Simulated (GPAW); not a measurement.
# V (Im-3m) in GPAW: convergence with plane-wave cutoff (eV)

Aim: find how far plane-wave cutoff (eV) must go before the results for V settle, at PBE. This setting moves, with any that are tied to it; all else stays.

All numbers are computed with GPAW 26.7.0; they aren't measurements. Logs are shortened: lines on timing, memory, paths and dates and some standing lists are left out, and cuts for length are marked. The log counts tension as positive stress, the text compression.

### Step 1. The structure

It takes space group Im-3m (No. 229, cubic). Conventional cell: a = 3.029 Å, b = 3.029 Å, c = 3.029 Å, α = 90.00°, β = 90.00°, γ = 90.00°. V (site symmetry m-3m) is surrounded by 8 V at 2.62 Å.

### Step 2. With plane-wave cutoff (eV) 200

File run.py:

```python
from ase.dft.bandgap import bandgap
from ase.io import read, write
from ase.units import GPa
from gpaw import GPAW, PW

atoms = read('V.xyz')
atoms.set_initial_magnetic_moments([2.0])

calc = GPAW(mode=PW(200),
            xc='PBE',
            kpts={'size': (12, 12, 12), 'gamma': True},
            occupations={'name': 'fermi-dirac', 'width': 0.05},
            nbands=15,
            convergence={'density': 1e-05, 'energy': 1e-05},
            maxiter=100,
            txt='gpaw.txt')
atoms.calc = calc
energy = atoms.get_potential_energy()
forces = atoms.get_forces()
stress = atoms.get_stress()
calc.write('gs.gpw')
write('result.traj', atoms)
print(f'Energy: {energy:.6f} eV')
print('Forces (eV/A):')
print(forces.round(4))
print('Stress (GPa):', (stress / GPa).round(3))
print('Moments:', calc.get_magnetic_moments().round(3))
print('Fermi level:', round(calc.get_fermi_level(), 4), 'eV')
print(f'Gap: {bandgap(calc)[0]:.4f} eV, direct: {bandgap(calc, direct=True)[0]:.4f} eV')
```

File V.xyz:

```xyz
1
Lattice="-1.5143500000 1.5143500000 1.5143500000 1.5143500000 -1.5143500000 1.5143500000 1.5143500000 1.5143500000 -1.5143500000" Properties=species:S:1:pos:R:3 pbc="T T T"
V      0.0000000000      0.0000000000      0.0000000000
```

Potentials or basis: GPAW PAW data sets (gpaw-data 1.2.1), pw.

On the command line:

```
$ OMP_NUM_THREADS=1 python run.py
```

gpaw.txt:

```text
__  _  _
 | _ |_)|_||  |
 |__||  | ||/\| - 26.7.0

Input parameters:
  mode=PW(ecut=200.0),
  convergence={'density': 1e-05, 'energy': 1e-05},
  kpts=MonkhorstPack(size=(12, 12, 12), gamma=True),
  maxiter=100,
  nbands=15,
  occupations=Occupations(name='fermi-dirac', width=0.05),
  xc=XC(name='PBE')

Diagonalizing LCAO Hamiltonian
Converting LCAO to pw mode

       V

Atoms  # Å, Bohr magnetons
|   | symbol |        x |        y |        z |    initial magnetic moments |
|---|--------|----------|----------|----------|-----------------------------|
| 0 |      V | 0.000000 | 0.000000 | 0.000000 | ( 0.0000,  0.0000,  2.0000) |

Unit cell  # Å
| periodic |         x |         y |         z |  lengths |     angles |
|----------|-----------|-----------|-----------|----------|------------|
|      yes | -1.514350 |  1.514350 |  1.514350 | 2.622931 | 109.471221 |
|      yes |  1.514350 | -1.514350 |  1.514350 | 2.622931 | 109.471221 |
|      yes |  1.514350 |  1.514350 | -1.514350 | 2.622931 | 109.471221 |

Number of symmetries: 48
Symmetry operations  # r_c * U_cc + t_c -> r_c
|    | kind |            matrix            |
|----|------|------------------------------|
|  0 |  σ   |  1, 1, 1,  0, 0,-1,  0,-1, 0 |
|  1 |  C4  |  1, 1, 1,  0, 0,-1, -1, 0, 0 |
|  2 |  C2  |  1, 1, 1,  0,-1, 0,  0, 0,-1 |
|  3 |  S6  |  1, 1, 1,  0,-1, 0, -1, 0, 0 |
|  4 |  S6  |  1, 1, 1, -1, 0, 0,  0, 0,-1 |
|  5 |  C4  |  1, 1, 1, -1, 0, 0,  0,-1, 0 |
|  6 |  E   |  1, 0, 0,  0, 1, 0,  0, 0, 1 |
|  7 |  σ   |  1, 0, 0,  0, 1, 0, -1,-1,-1 |
|  8 |  σ   |  1, 0, 0,  0, 0, 1,  0, 1, 0 |
|  9 |  C3  |  1, 0, 0,  0, 0, 1, -1,-1,-1 |
| 10 |  C3  |  1, 0, 0, -1,-1,-1,  0, 1, 0 |
| 11 |  σ   |  1, 0, 0, -1,-1,-1,  0, 0, 1 |
| 12 |  σ   |  0, 1, 0,  1, 0, 0,  0, 0, 1 |
| 13 |  C2  |  0, 1, 0,  1, 0, 0, -1,-1,-1 |
| 14 |  C3  |  0, 1, 0,  0, 0, 1,  1, 0, 0 |
| 15 |  S4  |  0, 1, 0,  0, 0, 1, -1,-1,-1 |
| 16 |  S4  |  0, 1, 0, -1,-1,-1,  1, 0, 0 |
| 17 |  C3  |  0, 1, 0, -1,-1,-1,  0, 0, 1 |
| 18 |  C3  |  0, 0, 1,  1, 0, 0,  0, 1, 0 |
| 19 |  S4  |  0, 0, 1,  1, 0, 0, -1,-1,-1 |
| 20 |  σ   |  0, 0, 1,  0, 1, 0,  1, 0, 0 |
| 21 |  C3  |  0, 0, 1,  0, 1, 0, -1,-1,-1 |
| 22 |  C2  |  0, 0, 1, -1,-1,-1,  1, 0, 0 |
| 23 |  S4  |  0, 0, 1, -1,-1,-1,  0, 1, 0 |
| 24 |  C4  |  0, 0,-1,  1, 1, 1,  0,-1, 0 |
| 25 |  σ   |  0, 0,-1,  1, 1, 1, -1, 0, 0 |
| 26 |  S6  |  0, 0,-1,  0,-1, 0,  1, 1, 1 |
| 27 |  C2  |  0, 0,-1,  0,-1, 0, -1, 0, 0 |
| 28 |  C4  |  0, 0,-1, -1, 0, 0,  1, 1, 1 |
| 29 |  S6  |  0, 0,-1, -1, 0, 0,  0,-1, 0 |
| 30 |  S6  |  0,-1, 0,  1, 1, 1,  0, 0,-1 |
| 31 |  C4  |  0,-1, 0,  1, 1, 1, -1, 0, 0 |
| 32 |  C4  |  0,-1, 0,  0, 0,-1,  1, 1, 1 |
| 33 |  S6  |  0,-1, 0,  0, 0,-1, -1, 0, 0 |
| 34 |  σ   |  0,-1, 0, -1, 0, 0,  1, 1, 1 |
| 35 |  C2  |  0,-1, 0, -1, 0, 0,  0, 0,-1 |
| 36 |  C2  | -1, 0, 0,  1, 1, 1,  0, 0,-1 |
| 37 |  S6  | -1, 0, 0,  1, 1, 1,  0,-1, 0 |
| 38 |  S6  | -1, 0, 0,  0, 0,-1,  1, 1, 1 |
| 39 |  C2  | -1, 0, 0,  0, 0,-1,  0,-1, 0 |
| 40 |  C2  | -1, 0, 0,  0,-1, 0,  1, 1, 1 |
| 41 |  i   | -1, 0, 0,  0,-1, 0,  0, 0,-1 |
| 42 |  S4  | -1,-1,-1,  1, 0, 0,  0, 1, 0 |
| 43 |  C3  | -1,-1,-1,  1, 0, 0,  0, 0, 1 |
| 44 |  C3  | -1,-1,-1,  0, 1, 0,  1, 0, 0 |
[... 67 lines left out ...]
    |   3s |  2.000 |     -70.222 |    1.254 |
    |   4s |  2.000 |      -4.702 |    1.254 |
    |   3p |  6.000 |     -44.043 |    1.281 |
    |   4p |  0.000 |      -1.444 |    1.281 |
    |   3d |  3.000 |      -5.164 |    1.169 |
    |    d |        |      22.047 |    1.169 |

    Using partial waves for V as LCAO basis

Reference energy: -25820.495562  # eV

eigensolver:
  PPCG
  Converge bands: occupied
  niter=2

density mixing:
  MSR1-Mixer
  Pratt-step length: 0.05
  Maximum mixing coefficient: 0.75
  Old densities: 10
  SVD Regularization: 0.005
  Good broyden scale: 1.0
  Trust region scale: 1.0
  Backstep threshold: 4.0
  History deletion threshold: 6.0
  Fourier metric: weight=20.0, sigma=0.015

occupation numbers:
  Fermi-Dirac:
    width: 0.0500  # eV

poisson solver:
  ecut: 1600.0  # eV

xc functional:
  name: PBE with 2 nearest neighbor stencil

convergence criteria:
- Maximum integral of absolute [dens]ity change: 1e-05 electrons / valence electron
- Maximum [total energy] change in last 3 cyles: 1e-05 eV / valence electron
- Maximum integral of absolute [eigenst]ate change: 4e-08 eV^2 / valence electron
maximum number of iterations: 100

SCF iterations
|iter     | |      energy | eigst |  dens |  magmom |
|---------|-|-------------|-------|-------|---------|
|iter:   1| |   -7.955591 | -0.58 |       |  +2.0071|
|iter:   2| |   -7.889236 | -3.74 | -0.81 |  +1.9470|
|iter:   3| |   -7.904991 | -2.59 | -0.84 |  +1.1789|
|iter:   4| |   -7.965241 | -4.12 | -1.34 |  +0.8331|
|iter:   5| |   -7.984020 | -4.29 | -1.61 |  +0.5077|
|iter:   6| |   -7.988391 | -4.76 | -2.07 |  +0.3636|
|iter:   7| |   -7.993645 | -3.88 | -2.25 |  +0.1075|
|iter:   8| |   -7.993919 | -5.23 | -2.80 |  +0.0971|
|iter:   9| |   -7.994113 | -4.78 | -2.98 |  +0.0468|
|iter:  10| |   -7.994138 | -5.55 | -3.29 |  +0.0183|
|iter:  11| |   -7.994142c| -6.36 | -3.68 |  +0.0056|
|iter:  12| |   -7.994143c| -7.25 | -4.18 |  +0.0015|
|iter:  13| |   -7.994143c| -7.95c| -4.69 |  -0.0001|
|iter:  14| |   -7.994143c| -9.37c| -5.63c|  -0.0000|

Converged in 14 steps
Energy contributions relative to reference atoms: (reference = -25820.495562)

Energy contributions:
  Kinetic:           4.496935
  Coulomb:          -4.730826
  Zero:              0.095104
  External:          0.000000
  Xc:               -7.846441
  Entropy:          -0.017828
  Spinorbit:         0.000000
  ----------------------------
  Free energy:      -8.003057
  Extrapolated:     -7.994143

dipole moment: (-3.659405, -3.659405, -3.659405)  # |e|*Ang

Total magnetic moment: (0.000000, 0.000000, -0.000042)

Local magnetic moments
|        x |        y |         z |
|----------|----------|-----------|
| 0.000000 | 0.000000 | -0.000030 |  # V    0

Fermi level: 9.170
Eigenvalues  # (at kpt = [-0.000, -0.000, -0.000])
| band index |      eig [eV] | occ [0-1] |      eig [eV] | occ [0-1] |
|------------|---------------|-----------|---------------|-----------|
|          0 |       -54.606 |     1.000 |       -54.606 |     1.000 |
|          1 |       -27.924 |     1.000 |       -27.924 |     1.000 |
|          2 |       -27.924 |     1.000 |       -27.924 |     1.000 |
|          3 |       -27.924 |     1.000 |       -27.924 |     1.000 |
|          4 |         2.641 |     1.000 |         2.641 |     1.000 |
|          5 |         9.580 |     0.000 |         9.580 |     0.000 |
|          6 |         9.580 |     0.000 |         9.580 |     0.000 |
|          7 |         9.580 |     0.000 |         9.580 |     0.000 |
|          8 |        11.511 |     0.000 |        11.511 |     0.000 |
|          9 |        11.511 |     0.000 |        11.511 |     0.000 |
|         10 |        29.615 |     0.000 |        29.615 |     0.000 |
|         11 |        29.615 |     0.000 |        29.615 |     0.000 |
|         12 |        29.615 |     0.000 |        29.615 |     0.000 |
|        ... |               |           |               |           |
|         14 |        35.973 |     0.000 |        35.973 |     0.000 |

No gap
No difference between direct/indirect transitions

Forces  # eV/Ang
|       x |        y |       z |
|---------|----------|---------|
| 0.00000 | -0.00000 | 0.00000 |  # V    0

Stress tensor  # eV/Ang^3
|         x |        y |         z |
|-----------|----------|-----------|
|  0.136344 | 0.000000 | -0.000000 |
|  0.000000 | 0.136344 |  0.000000 |
| -0.000000 | 0.000000 |  0.136344 |

# Writing to gs.gpw (mode='')
```

stdout:

```text
Energy: -7.994143 eV
Forces (eV/A):
[[ 0. -0.  0.]]
Stress (GPa): [21.845 21.845 21.845  0.    -0.     0.   ]
Moments: [-0.]
Fermi level: 9.1697 eV
Gap: 0.0000 eV, direct: 0.0000 eV
```

Wall time 11 s (1 thread of Arm Neoverse V2, shared host); peak memory 0.12 GiB.

Results:

```yaml
Free_energy: -8.0031 eV
Pressure: -21.8 GPa
Band_gap_on_the_k_mesh: none (metal or under the smearing width)
Net_moment: 0.00 μB per cell
```

### Step 3. With plane-wave cutoff (eV) 250

Changes to run.py since step 2:

```diff
@@ -8,3 +8,3 @@
 
-calc = GPAW(mode=PW(200),
+calc = GPAW(mode=PW(250),
             xc='PBE',
```

V.xyz is that of step 2.

Potentials or basis: GPAW PAW data sets (gpaw-data 1.2.1), pw.

On the command line:

```
$ OMP_NUM_THREADS=1 python run.py
```

Run time: 11 s. Hardware: 1 thread of Arm Neoverse V2, shared host; peak memory 0.12 GiB.

What came out:

```
Free energy            : -8.3086 eV
Pressure               : -10.5 GPa
Band gap on the k mesh : none (metal or under the smearing width)
Net moment             : 0.00 μB per cell
```

### Step 4. With plane-wave cutoff (eV) 300

Changes to run.py since step 3:

```diff
@@ -8,3 +8,3 @@
 
-calc = GPAW(mode=PW(250),
+calc = GPAW(mode=PW(300),
             xc='PBE',
```

V.xyz is that of step 3.

On the command line:

```
$ OMP_NUM_THREADS=1 python run.py
```

Wall time 12 s (1 thread of Arm Neoverse V2, shared host); peak memory 0.13 GiB.

Results:

```yaml
Free_energy: -8.4158 eV
Pressure: -7.9 GPa
Band_gap_on_the_k_mesh: none (metal or under the smearing width)
Net_moment: 0.00 μB per cell
```

### Step 5. With plane-wave cutoff (eV) 350

Changes to run.py since step 4:

```diff
@@ -8,3 +8,3 @@
 
-calc = GPAW(mode=PW(300),
+calc = GPAW(mode=PW(350),
             xc='PBE',
```

V.xyz is that of step 4.

On the command line:

```
$ OMP_NUM_THREADS=1 python run.py
```

Run time: 12 s. Hardware: 1 thread of Arm Neoverse V2, shared host; peak memory 0.13 GiB.

Results:

```yaml
Free_energy: -8.4652 eV
Pressure: -6.4 GPa
Band_gap_on_the_k_mesh: none (metal or under the smearing width)
Net_moment: 0.00 μB per cell
```

### Step 6. With plane-wave cutoff (eV) 400

Changes to run.py since step 5:

```diff
@@ -8,3 +8,3 @@
 
-calc = GPAW(mode=PW(350),
+calc = GPAW(mode=PW(400),
             xc='PBE',
```

V.xyz is that of step 5.

Potentials or basis: GPAW PAW data sets (gpaw-data 1.2.1), pw.

On the command line:

```
$ OMP_NUM_THREADS=1 python run.py
```

It took 16 s on 1 thread of Arm Neoverse V2, shared host; peak memory 0.13 GiB.

What came out:

```yaml
Free_energy: -8.4928 eV
Pressure: -5.3 GPa
Band_gap_on_the_k_mesh: none (metal or under the smearing width)
Net_moment: 0.00 μB per cell
```

### Step 7. With plane-wave cutoff (eV) 500

Changes to run.py since step 6:

```diff
@@ -8,3 +8,3 @@
 
-calc = GPAW(mode=PW(400),
+calc = GPAW(mode=PW(500),
             xc='PBE',
```

V.xyz is that of step 6.

On the command line:

```
$ OMP_NUM_THREADS=1 python run.py
```

Wall time 17 s (1 thread of Arm Neoverse V2, shared host); peak memory 0.14 GiB.

It converged, with:

* Free energy: -8.5075 eV
* Pressure: -4.4 GPa
* Band gap on the k mesh: none (metal or under the smearing width)
* Net moment: 0.00 μB per cell

### Step 8. With plane-wave cutoff (eV) 600

Changes to run.py since step 7:

```diff
@@ -8,3 +8,3 @@
 
-calc = GPAW(mode=PW(500),
+calc = GPAW(mode=PW(600),
             xc='PBE',
```

V.xyz is that of step 7.

On the command line:

```
$ OMP_NUM_THREADS=1 python run.py
```

Run time: 20 s. Hardware: 1 thread of Arm Neoverse V2, shared host; peak memory 0.14 GiB.

The run converged. Its results:

```
Free energy            : -8.5090 eV
Pressure               : -4.3 GPa
Band gap on the k mesh : none (metal or under the smearing width)
Net moment             : 0.00 μB per cell
```

### Step 9. With plane-wave cutoff (eV) 800

Changes to run.py since step 8:

```diff
@@ -8,3 +8,3 @@
 
-calc = GPAW(mode=PW(600),
+calc = GPAW(mode=PW(800),
             xc='PBE',
```

V.xyz is that of step 8.

Potentials or basis: GPAW PAW data sets (gpaw-data 1.2.1), pw.

On the command line:

```
$ OMP_NUM_THREADS=1 python run.py
```

It took 36 s on 1 thread of Arm Neoverse V2, shared host; peak memory 0.16 GiB.

Results (log left out):

```yaml
Free_energy: -8.5094 eV
Pressure: -4.3 GPa
Band_gap_on_the_k_mesh: none (metal or under the smearing width)
Net_moment: 0.00 μB per cell
```

### Step 10. With plane-wave cutoff (eV) 1000

Changes to run.py since step 9:

```diff
@@ -8,3 +8,3 @@
 
-calc = GPAW(mode=PW(800),
+calc = GPAW(mode=PW(1000),
             xc='PBE',
```

V.xyz is that of step 9.

On the command line:

```
$ OMP_NUM_THREADS=1 python run.py
```

Wall time 33 s (1 thread of Arm Neoverse V2, shared host); peak memory 0.18 GiB.

It converged, with:

```
Free energy            : -8.5094 eV
Pressure               : -4.3 GPa
Band gap on the k mesh : none (metal or under the smearing width)
Net moment             : 0.00 μB per cell
```

### Step 11. Summary

```tsv
plane-wave cutoff (eV)	energy less the tightest run, at zero smearing (meV/atom)	pressure (GPa)	SCF cycles	CPU time (s)	peak memory (GiB)
200	506.41	-21.84	14	11	0.12
250	200.79	-10.47	14	11	0.12
300	93.67	-7.86	14	12	0.13
350	44.20	-6.41	13	12	0.13
400	16.61	-5.32	13	16	0.13
500	1.96	-4.43	13	17	0.14
600	0.40	-4.30	13	20	0.14
800	0.04	-4.28	13	36	0.16
1000	0.00	-4.28	13	33	0.18
```

Against the tightest run, the energy stays within 1 meV/atom from 600 on; the pressure stays within 0.1 GPa from 600 on. The tightest run that finished is the yardstick and may itself not be fully converged.
